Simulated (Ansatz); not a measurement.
**A Na vacancy in rocksalt NaCl, 63 atoms, charge −1**

How high is the barrier for this jump? The start is relaxed, a band joins it to the far end, and PBEsol and HSE06 are the levels used.

Method: density functional theory in Ansatz 0.2.0, PAW datasets, plane waves.

**1. Starting point**

63 atoms (32 Cl, 31 Na); a = 11.200 Å, b = 11.200 Å, c = 11.200 Å, α = 90.00°, β = 90.00°, γ = 90.00°. All atoms were shaken off their sites by about 0.02 Å along each axis. Defect site 1: (0.500, 0.500, 0.500).

The runs, in order: (2) PBEsol relaxation at the single k point (¼, ¼, ¼), on 1 × NVIDIA GB200 with 8 threads of Arm Neoverse-V2; (3) HSE06 single point at the single k point (¼, ¼, ¼), on 1 × NVIDIA GB200 with 8 threads of Arm Neoverse-V2; (4) PBEsol band at the single k point (¼, ¼, ¼), on 1 × NVIDIA GB200 with 8 threads of Arm Neoverse-V2; (5) HSE06 single point at the single k point (¼, ¼, ¼), on 1 × NVIDIA GB200 with 8 threads of Arm Neoverse-V2.

**2. PBEsol relaxation in the fixed cell**

Contents of in.yaml:

```yaml
crystal:
  lattice:
    - [11.200000, 0.000000, 0.000000]
    - [0.000000, 11.200000, 0.000000]
    - [0.000000, 0.000000, 11.200000]
  atoms:
    - { symbol: Cl, position: [0.251452, 0.003129, 0.998096] }
    - { symbol: Cl, position: [0.252334, 0.001146, 0.500471] }
    - { symbol: Cl, position: [0.246323, 0.498836, 0.001359] }
    - { symbol: Cl, position: [0.250270, 0.498817, 0.499660] }
    - { symbol: Cl, position: [0.748939, 0.000349, 0.001760] }
    - { symbol: Cl, position: [0.749847, 0.995359, 0.500464] }
    - { symbol: Cl, position: [0.751746, 0.496567, 0.999829] }
    - { symbol: Cl, position: [0.750919, 0.500770, 0.499819] }
    - { symbol: Cl, position: [0.001914, 0.250562, 0.000778] }
    - { symbol: Cl, position: [0.000559, 0.248951, 0.500341] }
    - { symbol: Cl, position: [0.999368, 0.749181, 0.003456] }
    - { symbol: Cl, position: [0.998362, 0.748035, 0.500305] }
    - { symbol: Cl, position: [0.500477, 0.251620, 0.997005] }
    - { symbol: Cl, position: [0.497959, 0.250578, 0.500945] }
    - { symbol: Cl, position: [0.501465, 0.751374, 0.000292] }
    - { symbol: Cl, position: [0.501124, 0.746329, 0.501078] }
    - { symbol: Cl, position: [0.002675, 0.997546, 0.250555] }
    - { symbol: Cl, position: [0.001797, 0.999634, 0.749684] }
    - { symbol: Cl, position: [0.998466, 0.503313, 0.251704] }
    - { symbol: Cl, position: [0.998742, 0.499225, 0.749742] }
    - { symbol: Cl, position: [0.501026, 0.002511, 0.251140] }
    - { symbol: Cl, position: [0.501300, 0.002548, 0.751986] }
    - { symbol: Cl, position: [0.498511, 0.498075, 0.248729] }
    - { symbol: Cl, position: [0.497131, 0.495214, 0.747370] }
    - { symbol: Cl, position: [0.248591, 0.251358, 0.250911] }
    - { symbol: Cl, position: [0.249149, 0.251237, 0.749525] }
    - { symbol: Cl, position: [0.251386, 0.750119, 0.251877] }
    - { symbol: Cl, position: [0.251119, 0.750477, 0.748391] }
    - { symbol: Cl, position: [0.749002, 0.248165, 0.248560] }
    - { symbol: Cl, position: [0.746248, 0.251314, 0.753601] }
    - { symbol: Cl, position: [0.747970, 0.751894, 0.251698] }
    - { symbol: Cl, position: [0.750980, 0.749961, 0.748887] }
    - { symbol: Na, position: [0.001392, 0.000662, 0.000327] }
    - { symbol: Na, position: [0.001892, 0.003227, 0.497721] }
    - { symbol: Na, position: [0.999631, 0.499417, 0.997457] }
    - { symbol: Na, position: [0.998098, 0.499906, 0.497902] }
    - { symbol: Na, position: [0.499538, 0.002134, 0.999850] }
    - { symbol: Na, position: [0.499778, 0.004244, 0.499558] }
    - { symbol: Na, position: [0.500900, 0.496784, 0.001078] }
    - { symbol: Na, position: [0.243881, 0.248813, 0.999851] }
    - { symbol: Na, position: [0.249384, 0.247891, 0.499693] }
    - { symbol: Na, position: [0.247127, 0.748333, 0.998521] }
    - { symbol: Na, position: [0.251358, 0.750875, 0.499438] }
    - { symbol: Na, position: [0.749526, 0.251473, 0.000441] }
    - { symbol: Na, position: [0.745595, 0.247370, 0.500250] }
    - { symbol: Na, position: [0.748316, 0.752456, 0.997772] }
    - { symbol: Na, position: [0.748672, 0.748617, 0.499763] }
    - { symbol: Na, position: [0.248147, 0.000306, 0.249361] }
    - { symbol: Na, position: [0.254379, 0.000174, 0.752639] }
    - { symbol: Na, position: [0.249900, 0.501160, 0.250902] }
    - { symbol: Na, position: [0.250735, 0.500420, 0.749666] }
    - { symbol: Na, position: [0.748465, 0.000930, 0.252601] }
    - { symbol: Na, position: [0.753135, 0.998130, 0.749223] }
    - { symbol: Na, position: [0.747745, 0.500980, 0.253297] }
    - { symbol: Na, position: [0.749901, 0.501098, 0.748201] }
    - { symbol: Na, position: [0.999167, 0.250201, 0.252822] }
    - { symbol: Na, position: [0.000174, 0.247523, 0.747710] }
    - { symbol: Na, position: [0.001400, 0.751126, 0.252788] }
    - { symbol: Na, position: [0.999254, 0.750969, 0.749935] }
    - { symbol: Na, position: [0.499501, 0.247747, 0.251017] }
    - { symbol: Na, position: [0.497651, 0.249506, 0.751979] }
    - { symbol: Na, position: [0.500745, 0.748770, 0.251404] }
    - { symbol: Na, position: [0.498959, 0.750446, 0.747238] }
  symmetry: { detect: false }
kpoints:
  mp_grid: { grid: [1, 1, 1], shift: [0.25, 0.25, 0.25] }
hamiltonian:
  xc: pbesol
total_charge: -1
scf:
  occupations: { method: fermi_dirac, width: 0.01 }
relax:
  f_tol: 0.03
  max_steps: 80
  escape_saddle: false
  adjacent_minimum: "off"
output:
  forces: true
  eigenvalues: true
  populations: true
  charged_corrections: { epsilon: 5.9 }
```

The run is started by

```
ansatz run in.yaml --threads 8 --pin off --max-ram 118750MiB --runs-dir r --events-out ev --progress --plain --backend cuda --devices 0, --max-vram 170GiB
```

After this run come: HSE06 single point; The band; Single point with HSE06.

Q: Predict the outcome of this session. Wanted: for each run, top filled to lowest empty.

**Answer**, as computed:

```
                   level         time  top filled to lowest empty (eV)
      PBEsol, relaxation  2.6 s (GPU)                             5.46
                   HSE06   14 s (GPU)                             7.02
HSE06, at the band's top   14 s (GPU)                             7.00
```

```
                   quantity                             value
                 relaxation  3 recorded steps, 0.39 eV gained
              largest shift    0.16 Å (Cl16 and others alike)
barrier forwards, backwards                     0.64, 0.64 eV
                       jump                      Na by 3.80 Å
            band iterations                                11
    top less start by HSE06                           0.67 eV
```

**What this shows.** The relaxation lowers the energy by 0.39 eV; the largest shift is 0.16 Å (Cl16 and others alike). The PBEsol barrier is 0.64 eV forwards and 0.64 eV back, about 25 times kT at 300 K, without charge corrections. The cell's size and k points aren't converged for it. The top is a first-order saddle. On the same two geometries HSE06 gives 0.67 eV. At the same k points, PBEsol gives a spacing 1.56 eV smaller than the 7.02 eV of HSE06. In a defect cell this spacing can involve defect levels, so it need not be the gap.
